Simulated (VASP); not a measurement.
Set up this calculation in VASP 6.6.1, as the native input.

| Item | Value |
| --- | --- |
| Task | vibrations by finite differences |
| Functional | PBE |
| Potentials or basis | VASP PAW PBE potentials, release 64 (W_sv) |
| Cutoff | 520 eV |
| k mesh | 6 × 6 × 6 |
| Occupations | gaussian, width 0.1 eV |
| Spin | no spin polarisation |
| Ions in elastic constants | relaxed |
| Further INCAR settings | ALGO = Normal; EDIFF = 1e-08; IBRION = 6; POTIM = 0.015; NSW = 1; ISIF = 3 |

The structure of W lies in POSCAR:

```
W                                       
1.0
   -1.5895238436      1.5895238436      1.5895238436
    1.5895238436     -1.5895238436      1.5895238436
    1.5895238436      1.5895238436     -1.5895238436
  W             
     1
Direct
     0.0000000000000000    0.0000000000000000    0.0000000000000000
```

One way to write it, as run:

INCAR

```
  PREC = Accurate
  ENCUT = 520
  EDIFF = 1E-8
  ISMEAR = 0
  SIGMA = 0.1
  LREAL = False
  LASPH = True
  NELM = 100
  ALGO = Normal
  ISIF = 3
  LWAVE = False
  LCHARG = False
  GGA = PE
  IBRION = 6
  NFREE = 2
  POTIM = 0.015
  NSW = 1
```

KPOINTS

```
Automatic mesh
0
Gamma
  6 6 6
```

Potentials or basis: VASP PAW PBE potentials, release 64 (W_sv).

Launch:

```bash
$ cat potpaw_PBE.64/W_sv/POTCAR > POTCAR
$ mpirun -np 1 vasp_std > vasp.out
```

It gave:

| Item | Value |
| --- | --- |
| Elastic constants C11, C12, C44 | 577, 174, 144 GPa |
| Voigt bulk modulus | 308 GPa |

Caveat: the k mesh is coarse (spacing up to 0.47 Å⁻¹), so the values aren't converged; elastic constants of metals need much finer meshes, so these are rough.

Run time: 45 s on 1 thread of Intel(R) Xeon(R) Platinum 8559C (Emerald Rapids) (shared host), peak memory 0.15 GiB.
